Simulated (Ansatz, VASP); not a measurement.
One calculation of Sr, two programs

INCAR

```
  PREC = Accurate
  ENCUT = 520
  EDIFF = 1E-7
  ISMEAR = -1
  SIGMA = 0.08
  LREAL = False
  LASPH = True
  NELM = 60
  ALGO = Normal
  ISIF = 2
  LWAVE = False
  LCHARG = True
  LELF = True
  LVHAR = True
  NBANDS = 17
```

File KPOINTS:

```
regular mesh
0
Gamma
  10 10 5
```

File POSCAR:

```
Sr
1.0
    4.2810731731      0.0000000000      0.0000000000
   -2.1405365866      3.7075181234      0.0000000000
    0.0000000000      0.0000000000      7.0026831381
Sr
2
Direct
    0.3333333333      0.6666666667      0.2500000000
    0.6666666667      0.3333333333      0.7500000000
```

Input for Ansatz:

```yaml
crystal:
  lattice:
    - [4.2810731731, 0.0, 0.0]
    - [-2.1405365866, 3.7075181234, 0.0]
    - [0.0, 0.0, 7.0026831381]
  atoms:
    - { symbol: Sr, position: [0.3333333333, 0.6666666667, 0.25] }
    - { symbol: Sr, position: [0.6666666667, 0.3333333333, 0.75] }
kpoints:
  mp_grid: { grid: [10, 10, 5] }
  band_path:
    path:
      - [0.0, 0.0, 0.0]
      - [0.5, 0.0, 0.0]
      - [0.3333333333, 0.3333333333, 0.0]
      - [0.0, 0.0, 0.0]
      - [0.0, 0.0, 0.5]
      - [0.5, 0.0, 0.5]
      - [0.3333333333, 0.3333333333, 0.5]
      - [0.0, 0.0, 0.5]
      - [0.5, 0.0, 0.5]
    npoints: 5
scf:
  occupations: { method: fermi_dirac, width: 0.08 }
hamiltonian:
  xc: lda
  pseudopotentials: { kind: all_electron, lapw: { basis_error: 0.001 } }
output:
  forces: true
  stress: true
  eigenvalues: true
```

Change from the starting cell: volume scaled by 0.98.

Alike in both runs: task single point; functional LDA; k mesh 10 × 10 × 5; occupations fermi-dirac, width 0.08 eV; no spin polarisation.

```csv
,VASP,Ansatz
version,VASP 6.6.1,Ansatz 0.2.0
potentials or method,"VASP PAW LDA potentials, release 64 (Sr_sv)","all-electron LAPW, scalar-relativistic"
plane-wave cutoff (eV),520,see its input
```

|  | VASP | Ansatz | Ansatz less VASP |
| --- | --- | --- | --- |
| pressure (GPa) | -1.4 | -1.4 | +0.01 |

Ansatz ran all-electron here, so the differences hold the error of VASP's frozen core and of both bases.
